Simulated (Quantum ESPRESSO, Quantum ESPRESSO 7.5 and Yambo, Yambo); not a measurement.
# Quasiparticle gap of LiH (Fm-3m) in Yambo

Aim: the G0W0 gap of LiH (Fm-3m) on PBE, step by step.

Calculated with Quantum ESPRESSO 7.5 and Yambo 5.3.0; PBE and many-body steps on it, plane waves.

The database entry behind the starting cell differs from later determinations by our own check (the deuteride, about 0.2 % short), so it need not match the best structure at ambient conditions.

### 1. Starting point

The structure is cubic, space group Fm-3m (No. 225). The conventional cell has a = 4.074 Å, b = 4.074 Å, c = 4.074 Å, α = 90.00°, β = 90.00°, γ = 90.00°. Nearest to Li lie 6 H at 2.04 Å. H has 6 Li at 2.04 Å nearest. Farther neighbours are not listed.

The cell and positions come from the Crystallography Open Database and are kept as given unless a step says otherwise.

### 2. Ground state

This step: Quantum ESPRESSO 7.5; DFT, PBE, plane waves, norm-conserving pseudopotentials.

The ground-state density comes first.

The input, pw.in:

```
&control
  calculation = 'scf'
  prefix = 'x'
  outdir = 'o'
  pseudo_dir = 'pseudo'
/
&system
  ibrav = 0
  nat = 2
  ntyp = 2
  ecutwfc = 66.0
  nbnd = 7
  force_symmorphic = .true.
/
&electrons
  conv_thr = 1e-10
  electron_maxstep = 80
  mixing_beta = 0.5
/
ATOMIC_SPECIES
  Li 6.94 Li.upf
  H 1.008 H.upf
CELL_PARAMETERS angstrom
  0.0000000000 2.0367500000 2.0367500000
  2.0367500000 -0.0000000000 2.0367500000
  2.0367500000 2.0367500000 -0.0000000000
ATOMIC_POSITIONS crystal
  Li 0.0000000000 0.0000000000 0.0000000000
  H 0.5000000000 0.5000000000 0.5000000000
K_POINTS automatic
  8 8 8 0 0 0
```

The run is started by

```bash
$ OMP_NUM_THREADS=1 mpirun -n 4 pw.x -nk 4 -in pw.in > pw.out
```

The log of the run:

```text
Program PWSCF v.7.5 starts

     This program is part of the open-source Quantum ESPRESSO suite
     for quantum simulation of materials; please cite
         "P. Giannozzi et al., J. Phys.:Condens. Matter 21 395502 (2009);
         "P. Giannozzi et al., J. Phys.:Condens. Matter 29 465901 (2017);
         "P. Giannozzi et al., J. Chem. Phys. 152 154105 (2020);
     in publications or presentations arising from this work. More details at
     Message from routine setup:
     using ibrav=0 with symmetry is DISCOURAGED, use correct ibrav instead

     G-vector sticks info

     bravais-lattice index     =            0
     lattice parameter (alat)  =       5.4432  a.u.
     unit-cell volume          =     114.0354 (a.u.)^3
     number of atoms/cell      =            2
     number of atomic types    =            2
     number of electrons       =         4.00
     number of Kohn-Sham states=            7
     kinetic-energy cutoff     =      66.0000  Ry
     charge density cutoff     =     264.0000  Ry
     scf convergence threshold =      1.0E-10
     mixing beta               =       0.5000
     number of iterations used =            8  plain     mixing
     Exchange-correlation= PBE
                           (   1   4   3   4   0   0   0)

     celldm(1)=   5.443166  celldm(2)=   0.000000  celldm(3)=   0.000000
     celldm(4)=   0.000000  celldm(5)=   0.000000  celldm(6)=   0.000000

     crystal axes: (cart. coord. in units of alat)
               a(1) = (   0.000000   0.707107   0.707107 )
               a(2) = (   0.707107  -0.000000   0.707107 )
               a(3) = (   0.707107   0.707107  -0.000000 )

     reciprocal axes: (cart. coord. in units 2 pi/alat)
               b(1) = ( -0.707107  0.707107  0.707107 )
               b(2) = (  0.707107 -0.707107  0.707107 )
               b(3) = (  0.707107  0.707107 -0.707107 )
     Pseudo is Norm-conserving, Zval =  3.0
     Generated using ONCVPSP code by D. R. Hamann
     Using radial grid of 1944 points,  4 beta functions with:
     Pseudo is Norm-conserving, Zval =  1.0
     Generated using ONCVPSP code by D. R. Hamann
     Using radial grid of 1166 points,  3 beta functions with:
     Li                3.00     6.94000     Li( 1.00)
     H                 1.00     1.00800     H ( 1.00)

     48 Sym. Ops., with inversion, found

   Cartesian axes

     site n.     atom                  positions (alat units)
         1        Li     tau(   1) = (   0.0000000   0.0000000   0.0000000  )
         2        H      tau(   2) = (   0.7071068   0.7071068   0.7071068  )

     number of k points=    29
                       cart. coord. in units 2pi/alat
        k(    1) = (   0.0000000   0.0000000   0.0000000), wk =   0.0039062
        k(    2) = (   0.0883883   0.0883883  -0.0883883), wk =   0.0312500
        k(    3) = (   0.1767767   0.1767767  -0.1767767), wk =   0.0312500
        k(    4) = (   0.2651650   0.2651650  -0.2651650), wk =   0.0312500
        k(    5) = (  -0.3535534  -0.3535534   0.3535534), wk =   0.0156250
        k(    6) = (   0.1767767   0.0000000   0.0000000), wk =   0.0234375
        k(    7) = (   0.2651650   0.0883883  -0.0883883), wk =   0.0937500
        k(    8) = (   0.3535534   0.1767767  -0.1767767), wk =   0.0937500
        k(    9) = (  -0.2651650  -0.4419417   0.4419417), wk =   0.0937500
        k(   10) = (  -0.1767767  -0.3535534   0.3535534), wk =   0.0937500
     [... 17 further rows ...]
        k(   28) = (  -0.7071068   0.1767767  -0.0000000), wk =   0.0468750
        k(   29) = (  -0.7071068   0.3535534   0.0000000), wk =   0.0234375

     Dense  grid:     8363 G-vectors     FFT dimensions: (  30,  30,  30)

     Initial potential from superposition of free atoms

     starting charge       3.9954, renormalised to       4.0000
     Starting wfcs are    3 randomized atomic wfcs +    4 random wfcs

     per-process dynamical memory:     9.9 Mb

     Self-consistent Calculation

     iteration #  1     ecut=    66.00 Ry     beta= 0.50

     total energy              =     -15.63438007 Ry
     estimated scf accuracy    <       0.05125543 Ry

     iteration #  2     ecut=    66.00 Ry     beta= 0.50

     total energy              =     -15.63485648 Ry
     estimated scf accuracy    <       0.00516580 Ry

     iteration #  3     ecut=    66.00 Ry     beta= 0.50

     total energy              =     -15.63543645 Ry
     estimated scf accuracy    <       0.00003092 Ry

     iteration #  4     ecut=    66.00 Ry     beta= 0.50

     total energy              =     -15.63544290 Ry
     estimated scf accuracy    <       0.00000077 Ry

     iteration #  5     ecut=    66.00 Ry     beta= 0.50

     total energy              =     -15.63544300 Ry
     estimated scf accuracy    <       0.00000002 Ry

     iteration #  6     ecut=    66.00 Ry     beta= 0.50

     total energy              =     -15.63544300 Ry
     estimated scf accuracy    <          2.8E-10 Ry

     iteration #  7     ecut=    66.00 Ry     beta= 0.50

     End of self-consistent calculation

          k = 0.0000 0.0000 0.0000 (  1037 PWs)   bands (ev):

   -43.9079  -4.8608  15.8686  17.7975  17.7975  17.7975  22.4530

          k = 0.0884 0.0884-0.0884 (  1007 PWs)   bands (ev):

   -43.9019  -4.5896  13.8252  16.4524  17.2740  17.2740  21.9729

          k = 0.1768 0.1768-0.1768 (  1022 PWs)   bands (ev):

   -43.8885  -3.8129   9.8558  14.9914  16.6071  16.6071  21.9849

          k = 0.2652 0.2652-0.2652 (  1035 PWs)   bands (ev):

     [... further k-points ...]

     highest occupied, lowest unoccupied level (ev):     0.3929    3.4149

!    total energy              =     -15.63544300 Ry
     estimated scf accuracy    <          5.4E-11 Ry

     The total energy is the sum of the following terms:
     one-electron contribution =      -8.01310483 Ry
     hartree contribution      =       3.28880160 Ry
     xc contribution           =      -4.10568596 Ry
     ewald contribution        =      -6.80545381 Ry

     convergence has been achieved in   7 iterations

     XML data file, charge density, pseudopotentials, collected wavefunctions

=------------------------------------------------------------------------------=
   JOB DONE.
=------------------------------------------------------------------------------=
```

Wall time 1.2 s (4 MPI ranks of Arm Neoverse V2, shared host); peak memory 0.05 GiB; 4.7 s of CPU time.

Numbers from this step:

| Item | Value |
| --- | --- |
| total energy | -212.7310 eV |
| gap | 3.022 eV |
| k of the valence top | 0, -0.5, -0.5 |
| k of the conduction bottom | 0, -0.5, -0.5 |
| least direct gap | 3.022 eV |

The gap is direct, at (0.000, -0.500, -0.500).

### 3. Bands along the symmetry lines

Levels along a band path, at the cheap level, show where the edges lie and whether the meshes to come will hold them.

The input, pw.in:

```
&control
  calculation = 'bands'
  prefix = 'x'
  outdir = 'o'
  pseudo_dir = 'pseudo'
/
&system
  ibrav = 0
  nat = 2
  ntyp = 2
  ecutwfc = 66.0
  nbnd = 8
  force_symmorphic = .true.
/
&electrons
  conv_thr = 1e-9
  electron_maxstep = 80
  diago_full_acc = .true.
  diago_thr_init = 5e-6
/
ATOMIC_SPECIES
  Li 6.94 Li.upf
  H 1.008 H.upf
CELL_PARAMETERS angstrom
  0.0000000000 2.0367500000 2.0367500000
  2.0367500000 -0.0000000000 2.0367500000
  2.0367500000 2.0367500000 -0.0000000000
ATOMIC_POSITIONS crystal
  Li 0.0000000000 0.0000000000 0.0000000000
  H 0.5000000000 0.5000000000 0.5000000000
K_POINTS crystal
  50
  0.00000000 0.00000000 0.00000000 1
  0.06250000 0.00000000 0.06250000 1
  0.12500000 0.00000000 0.12500000 1
  0.18750000 0.00000000 0.18750000 1
  0.25000000 0.00000000 0.25000000 1
  0.31250000 0.00000000 0.31250000 1
  0.37500000 0.00000000 0.37500000 1
  0.43750000 0.00000000 0.43750000 1
  0.50000000 0.00000000 0.50000000 1
  0.51562500 0.03125000 0.51562500 1
  0.53125000 0.06250000 0.53125000 1
  0.54687500 0.09375000 0.54687500 1
  0.56250000 0.12500000 0.56250000 1
  0.57812500 0.15625000 0.57812500 1
  0.59375000 0.18750000 0.59375000 1
  0.60937500 0.21875000 0.60937500 1
  0.62500000 0.25000000 0.62500000 1
  0.37500000 0.37500000 0.75000000 1
  0.32812500 0.32812500 0.65625000 1
  0.28125000 0.28125000 0.56250000 1
  0.23437500 0.23437500 0.46875000 1
  0.18750000 0.18750000 0.37500000 1
  0.14062500 0.14062500 0.28125000 1
  0.09375000 0.09375000 0.18750000 1
  0.04687500 0.04687500 0.09375000 1
  0.00000000 0.00000000 0.00000000 1
  0.06250000 0.06250000 0.06250000 1
  0.12500000 0.12500000 0.12500000 1
  0.18750000 0.18750000 0.18750000 1
  0.25000000 0.25000000 0.25000000 1
  0.31250000 0.31250000 0.31250000 1
  0.37500000 0.37500000 0.37500000 1
  0.43750000 0.43750000 0.43750000 1
  0.50000000 0.50000000 0.50000000 1
  0.50000000 0.46875000 0.53125000 1
  0.50000000 0.43750000 0.56250000 1
  0.50000000 0.40625000 0.59375000 1
  0.50000000 0.37500000 0.62500000 1
  0.50000000 0.34375000 0.65625000 1
  0.50000000 0.31250000 0.68750000 1
  0.50000000 0.28125000 0.71875000 1
  0.50000000 0.25000000 0.75000000 1
  0.50000000 0.21875000 0.71875000 1
  0.50000000 0.18750000 0.68750000 1
  0.50000000 0.15625000 0.65625000 1
  0.50000000 0.12500000 0.62500000 1
  0.50000000 0.09375000 0.59375000 1
  0.50000000 0.06250000 0.56250000 1
  0.50000000 0.03125000 0.53125000 1
  0.50000000 0.00000000 0.50000000 1
```

The log of the run:

```text
[banner, memory and clock lines left out]
Program PWSCF v.7.5 starts

     Atomic positions and unit cell read from directory:
     o/x.save/

     Message from routine setup:
     using ibrav=0 with symmetry is DISCOURAGED, use correct ibrav instead

     G-vector sticks info

     bravais-lattice index     =            0
     lattice parameter (alat)  =       5.4432  a.u.
     unit-cell volume          =     114.0354 (a.u.)^3
     number of atoms/cell      =            2
     number of atomic types    =            2
     number of electrons       =         4.00
     number of Kohn-Sham states=            8
     kinetic-energy cutoff     =      66.0000  Ry
     charge density cutoff     =     264.0000  Ry
     Exchange-correlation= PBE
                           (   1   4   3   4   0   0   0)

     celldm(1)=   5.443166  celldm(2)=   0.000000  celldm(3)=   0.000000
     celldm(4)=   0.000000  celldm(5)=   0.000000  celldm(6)=   0.000000

     crystal axes: (cart. coord. in units of alat)
               a(1) = (   0.000000   0.707107   0.707107 )
               a(2) = (   0.707107  -0.000000   0.707107 )
               a(3) = (   0.707107   0.707107  -0.000000 )

     reciprocal axes: (cart. coord. in units 2 pi/alat)
               b(1) = ( -0.707107  0.707107  0.707107 )
               b(2) = (  0.707107 -0.707107  0.707107 )
               b(3) = (  0.707107  0.707107 -0.707107 )
     Pseudo is Norm-conserving, Zval =  3.0
     Generated using ONCVPSP code by D. R. Hamann
     Using radial grid of 1944 points,  4 beta functions with:
     Pseudo is Norm-conserving, Zval =  1.0
     Generated using ONCVPSP code by D. R. Hamann
     Using radial grid of 1166 points,  3 beta functions with:
     Li                3.00     6.94000     Li( 1.00)
     H                 1.00     1.00800     H ( 1.00)

     48 Sym. Ops., with inversion, found

   Cartesian axes

     site n.     atom                  positions (alat units)
         1        Li     tau(   1) = (   0.0000000   0.0000000   0.0000000  )
         2        H      tau(   2) = (   0.7071068   0.7071068   0.7071068  )

     number of k points=    50
                       cart. coord. in units 2pi/alat
        k(    1) = (   0.0000000   0.0000000   0.0000000), wk =   0.0400000
        k(    2) = (   0.0000000   0.0883883   0.0000000), wk =   0.0400000
        k(    3) = (   0.0000000   0.1767767   0.0000000), wk =   0.0400000
[...]
[... 38 further rows ...]
        k(   49) = (   0.0441942   0.7071068   0.0000000), wk =   0.0400000
        k(   50) = (   0.0000000   0.7071068   0.0000000), wk =   0.0400000

     Dense  grid:     8363 G-vectors     FFT dimensions: (  30,  30,  30)

     The potential is recalculated from file :
     o/x.save/charge-density

     Starting wfcs are    3 randomized atomic wfcs +    5 random wfcs

     Band Structure Calculation

     End of band structure calculation

          k = 0.0000 0.0000 0.0000 (  1037 PWs)   bands (ev):

   -43.9080  -4.8608  15.8686  17.7975  17.7975  17.7975  22.4530  22.4530

          k = 0.0000 0.0884 0.0000 (  1010 PWs)   bands (ev):

   -43.9057  -4.7692  15.3165  17.0481  17.0481  18.2228  20.9417  23.4417

          k = 0.0000 0.1768 0.0000 (  1010 PWs)   bands (ev):

   -43.9002  -4.4931  14.1593  15.6599  15.6599  18.5996  19.1561  24.3970

          k = 0.0000 0.2652-0.0000 (  1010 PWs)   bands (ev):

[...]
k =-0.0000 0.4419 0.0000 (  1030 PWs)   bands (ev):

[...]
k = 0.0000 0.5303-0.0000 (  1030 PWs)   bands (ev):

[...]
k =-0.0000 0.6187 0.0000 (  1030 PWs)   bands (ev):

[...]
k = 0.5303 0.5303-0.0000 (  1021 PWs)   bands (ev):

[...]
k = 0.1326 0.7071-0.0000 (  1030 PWs)   bands (ev):

[...]
k = 0.0884 0.7071-0.0000 (  1030 PWs)   bands (ev):

[...]
k = 0.0442 0.7071 0.0000 (  1030 PWs)   bands (ev):

   -43.8577   0.3848   3.4497  10.6502  11.0110  14.4953  17.0293  33.4802

          k = 0.0000 0.7071 0.0000 (  1034 PWs)   bands (ev):

   -43.8577   0.3929   3.4149  10.9804  10.9804  14.0954  17.0154  34.1275

     XML data file, pseudopotentials, collected wavefunctions
```

Run time: 1.1 s. Hardware: 4 MPI ranks; peak memory 0.05 GiB.

This step gave:

```yaml
gap: 3.022 eV
k_of_the_valence_top: 0.5, 0, 0.5
k_of_the_conduction_bottom: 0.5, 0, 0.5
least_direct_gap: 3.022 eV
```

The gap is 3.022 eV, as in the run before at this level.

The electronic bands at the labelled points (eV, zero at the top of the highest filled band; v1 is the highest filled band, c1 the lowest empty one):

| point | v2 | v1 | c1 | c2 | c3 | c4 |
| --- | --- | --- | --- | --- | --- | --- |
| Γ | -44.30 | -5.25 | 15.48 | 17.40 | 17.40 | 17.40 |
| halfway | -44.28 | -3.75 | 10.13 | 12.73 | 12.73 | 15.96 |
| X | -44.25 | 0.00 | 3.02 | 10.59 | 10.59 | 13.70 |
| halfway | -44.25 | -0.08 | 3.30 | 8.96 | 10.86 | 15.50 |
| U | -44.25 | -0.47 | 4.13 | 7.41 | 11.68 | 15.68 |
| jump to K | -44.25 | -0.47 | 4.13 | 7.41 | 11.68 | 15.68 |
| halfway | -44.27 | -3.67 | 9.75 | 9.89 | 15.65 | 16.99 |
| Γ | -44.30 | -5.25 | 15.48 | 17.40 | 17.40 | 17.40 |
| halfway | -44.28 | -4.21 | 9.46 | 14.60 | 16.21 | 16.21 |
| L | -44.26 | -2.49 | 4.80 | 13.25 | 16.07 | 16.07 |
| halfway | -44.26 | -1.61 | 5.00 | 8.66 | 12.93 | 15.97 |
| W | -44.25 | -0.20 | 5.24 | 5.24 | 11.40 | 17.12 |
| halfway | -44.25 | -0.10 | 3.58 | 7.93 | 10.99 | 16.83 |
| X | -44.25 | 0.00 | 3.02 | 10.59 | 10.59 | 13.70 |

The electronic bands as a text plot (rows in eV, shown from -8.0 to 9.0 only):

```
    8.7 |              ++     ++                      +       +
    8.0 |       ++       +    ++             ++              +
    7.2 |                 ++++                         +
    6.5 |                   ++                 +        +   +
    5.8 |         +                                      + +
    5.1 |                  +                    +++++++++++
    4.4 |                 +                                ++
    3.7 |          ++   ++                                   +
    3.0 |            +++                                      +++
    2.3 |
    1.6 |
    0.9 |
    0.2 |            ****                                  ******
   -0.6 |          **    **                             ***
   -1.3 |                  *                          **
   -2.0 |         *         **                      **
   -2.7 |       **            **                ****
   -3.4 |                       *            ***
   -4.1 |    ***                 **         *
   -4.8 | ***                      ***   ***
   -5.5 |*                            ***
   -6.2 |
   -6.9 |
   -7.6 |
         Γ           X  U|K            Γ         L        W     X
```

(Continued in part 2 of 3.)

[Paths, hosts, dates, memory and timing lines, banners, echoed tables and standing remarks are left out of the program output.]

[Logs are printed without paths, hosts, clocks, repeated set-up lines and the standing remarks that a program may print on its own settings, such as how far it seeks lower states.]

[Runs of the session that timed out or met a known fault of the program may be left out.]

[Hosts, paths, dates, database ids (printed as entryN), source tags and the programs' standing remarks are cut or masked in the printed files.]
